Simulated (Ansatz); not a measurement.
# TiO: the cost of one run

Computed with Ansatz 0.2.0 (DFT r2SCAN, scalar-relativistic, plane waves, PAW, unless a step's input says otherwise).

1 further run of the same task is left out (set aside as unsound or not needed).

### Step 1. The starting structure

It takes space group P-62m (No. 189, hexagonal). The conventional cell has a = 4.980 Å, b = 4.980 Å, c = 2.865 Å, α = 90.00°, β = 90.00°, γ = 120.00°. Ti (site symmetry -6) is surrounded by 6 O at 2.10 Å. Ti (site symmetry -62m) is surrounded by 3 O at 1.96 Å. O (site symmetry m2m) is surrounded by 5 Ti at 1.96 to 2.10 Å.

Structure file:

```xyz
6
Lattice="4.9801 0.0000 0.0000 -2.4901 4.3129 0.0000 0.0000 0.0000 2.8654" Properties=species:S:1:pos:R:3 pbc="T T T"
Ti    2.4901    1.4376    1.4327
Ti    0.0000    2.8753    1.4327
Ti    0.0000    0.0000    0.0000
O     1.5084    2.6126    0.0000
O     1.9633    0.0000    0.0000
O    -0.9817    1.7003    0.0000
```

It goes back to an entry of the Materials Project, which need not be the stable form.

This cell was relaxed beforehand with the same method: volume 10.26 Å³/atom, gap on the mesh none (metal).

### Step 2. Bands, states and charges

File input.yaml:

```yaml
crystal:
  lattice:
    - [4.9801152658, 0.0, 0.0]
    - [-2.4900576329, 4.312906334, 0.0]
    - [0.0, 0.0, 2.8654226597]
  atoms:
    - { symbol: Ti, position: [0.6666666667, 0.3333333333, 0.5] }
    - { symbol: Ti, position: [0.3333333333, 0.6666666667, 0.5] }
    - { symbol: Ti, position: [0.0, 0.0, 0.0] }
    - { symbol: O, position: [0.6057670848, 0.6057670848, 0.0] }
    - { symbol: O, position: [0.3942329152, 0.0, 0.0] }
    - { symbol: O, position: [0.0, 0.3942329152, 0.0] }
basis:
  ecutwfc: 500
kpoints:
  mp_grid: { grid: [12, 12, 12] }
  band_path:
    path:
      - [[0.0, 0.0, 0.0], [0.5, 0.0, 0.0], [0.33333333, 0.33333333, 0.0], [0.0, 0.0, 0.0], [0.0, 0.0, 0.5], [0.5, 0.0, 0.5], [0.33333333, 0.33333333, 0.5], [0.0, 0.0, 0.5]]
      - [[0.5, 0.0, 0.5], [0.5, 0.0, 0.0]]
      - [[0.33333333, 0.33333333, 0.5], [0.33333333, 0.33333333, 0.0]]
    npoints: 14
hamiltonian:
  xc: r2scan
scf:
  occupations: { method: gaussian, width: 0.1 }
  n_extra_bands: 15
output:
  forces: true
  stress: true
  eigenvalues: true
  populations: true
  dos: { projected: true, de: 0.02, nscf_kmesh: { grid: [18, 18, 18] } }
  bader: true
  write_density: true
  write_potential: true
  elf: true
  volumetric_format: npy
```

The run is started by

```sh
$ ansatz run input.yaml --threads 1 --pin off --max-ram 2560MiB --backend cpu --events-out ev --progress --plain --runs-dir out
```

What time and memory should one allow on 1 thread of Intel Xeon Platinum 8259CL at 2.50GHz (Skylake/Cascade Lake), shared host?

About 4.2 min, with a peak of 1.1 GiB.
